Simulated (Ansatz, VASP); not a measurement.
**Two plane-wave programs on SrO**

```xyz
2
Lattice="0.0000 2.5663 2.5663 2.5663 0.0000 2.5663 2.5663 2.5663 0.0000" Properties=species:S:1:pos:R:3 pbc="T T T"
Sr    2.5663    2.5663    2.5663
O     0.0000    0.0000    0.0000
```

Alike in both runs: task single point; functional PBE; k mesh 9 × 9 × 9; occupations gaussian, width 0.05 eV; no spin polarisation.

```csv
,VASP,Ansatz
version,VASP 6.6.1,Ansatz 0.2.0
potentials or method,"VASP PAW PBE potentials, release 64 (Sr_sv, O)",Ansatz PAW
plane-wave cutoff (eV),500,420
valence electrons in the cell,16,16
```

```tsv
	VASP	Ansatz	Ansatz less VASP
gap on the k mesh at the Fermi level (eV)	3.32	3.37	+0.049
least direct gap on the mesh (eV)	3.41	3.45	+0.038
pressure (GPa)	3.9	3.3	-0.54
```

Caveats: an odd mesh through Γ misses points on the zone boundary, where band edges often lie (VASP); odd divisions of the mesh miss points on the zone boundary, where band edges often lie, so the gap on the mesh can be too wide (Ansatz); the pressure holds a Pulay correction of +0.4 GPa for the finite cutoff (Ansatz).
